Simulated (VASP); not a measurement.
# HfB2: equation of state with PBE

Crystal: HfB2.

```xyz
3
Lattice="3.1400 0.0000 0.0000 -1.5700 2.7193 0.0000 0.0000 0.0000 3.4800" Properties=species:S:1:pos:R:3 pbc="T T T"
Hf    0.0000    0.0000    0.0000
B     1.5700    0.9064    1.7400
B     0.0000    1.8129    1.7400
```

```
Program             : VASP 6.6.1
Task                : equation of state
Functional          : PBE
Potentials or basis : VASP PAW PBE potentials, release 64 (Hf_pv, B)
Cutoff              : 520 eV
k mesh              : 10 × 10 × 8
Occupations         : fermi-dirac, width 0.05 eV
Spin                : no spin polarisation
```

| Quantity | Value |
| --- | --- |
| Equilibrium volume | 9.95 Å³/atom |
| Bulk modulus at fixed shape and positions | 254 GPa |
| Pressure derivative of the bulk modulus | 3.9 |

Energy against volume, from the lowest point:
| volume (Å³/atom) | energy (meV/atom) |
| --- | --- |
| 9.311 | 35.73 |
| 9.509 | 16.30 |
| 9.707 | 4.63 |
| 9.905 | 0.00 |
| 10.103 | 1.75 |
| 10.301 | 9.29 |
| 10.499 | 22.08 |

All runs of the series together: 2.1 min on 1 thread of Intel(R) Xeon(R) Platinum 8488C (Sapphire Rapids), on a shared host.

Caveat: the cell was scaled at fixed shape and fractional positions, which overstates the stiffness of a crystal with free parameters, most of all of layers and chains. The run has no spin-orbit coupling, so splittings on Hf are missing.
